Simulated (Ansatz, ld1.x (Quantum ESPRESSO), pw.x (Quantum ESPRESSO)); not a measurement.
# From atom to crystal: ultrasoft potential for B

ld1.x (Quantum ESPRESSO) 7.5 input, shortened:

```
&input
   title='B', zed=5., rel=1, dft='PBE', iswitch=3,
   config='[He] 2s1.5 2p1.5 3d-2'
 /
 &inputp
   pseudotype=3, tm=.true., lloc=-2, rcloc=1.35,
   nlcc=.true., new_core_ps=.true., rcore=1.65,
   which_augfun='PSQ', rmatch_augfun_nc=.true.
 /
5
2S  1  0   1.50   0.00  1.40  1.65  0.0
2S  1  0   0.00   3.05  1.40  1.65  0.0
2P  2  1   1.50   0.00  1.85  2.05  0.0
2P  2  1   0.00   4.35  1.85  2.05  0.0
3D  3  2  -2.00   0.15  1.45  1.60  0.0
 &test
   configts(1)='2s1.5 2p1.5'
 /
```

Atomic tests: cutoffs needed: 12 Ry and 18 Ry (the cutoffs (Ry, on a coarse ladder) from which the occupation-weighted sum of valence levels, in a spherical-Bessel basis at the reference potential, stays within 10 and 1 mRy of its value at 400 Ry); ghost test: no extra level below or beside the all-electron valence levels (s, p, d, f tested) (spherical-Bessel basis up to 400 Ry, 20 bohr box); largest excitation error: +60 meV (all-electron minus pseudo) for 2s1 2p0, out of 7 test configurations.

Crystal test: bcc B in pw.x 7.5, no spin, 18³ k-points, Fermi–Dirac smearing 0.01 Ry, cutoffs 40/320 Ry. The reference is all-electron LAPW (Ansatz 0.2.0) with the same functional, mesh and smearing; V0 and B0 come from Birch–Murnaghan fits to the pressures at five volumes. Errors are pseudo minus all-electron; Δ is the rms difference of the E(V) curves that follow from these fits, minima aligned, over ±6 % about the mean V0. Mesh and smearing are coarse, so the numbers serve the comparison and aren't converged zero-temperature values; the lattice is a test structure that the element need not adopt.

```tsv
V (Å³/atom)	P all-electron (GPa)	P pseudo (GPa)
5.869	11.78	30.71
6.024	4.93	22.73
6.178	-1.02	15.73
6.332	-6.17	9.61
6.487	-10.61	4.28
```

All-electron: a0 = 2.308 Å (V0 = 6.15 Å³/atom), B0 = 225.7 GPa.

Pseudopotential: mean pressure error (GPa): +16.83. The pressure does not cross zero within the volumes sampled, so no fit is given. The largest radius (2.05 bohr) exceeds half the bond length (1.89 bohr), so the spheres overlap, which is one possible source of error among others. This is a poor potential for the solid.

At the middle volume, how do free energy and pressure move when the wave cutoff is lowered (ecutrho held at 320 Ry)?

| cutoff (Ry) | shift of F (meV/atom) | shift of P (GPa) |
| --- | --- | --- |
| 18 | +32.7 | -0.44 |
| 24 | +17.3 | +0.03 |
| 32 | +2.0 | -0.01 |

The run at the middle volume (195 k-points, 4 iterations) took about 1.9 s on one core of a shared host (Neoverse-V2, 96 threads, 742 GiB, load 64).
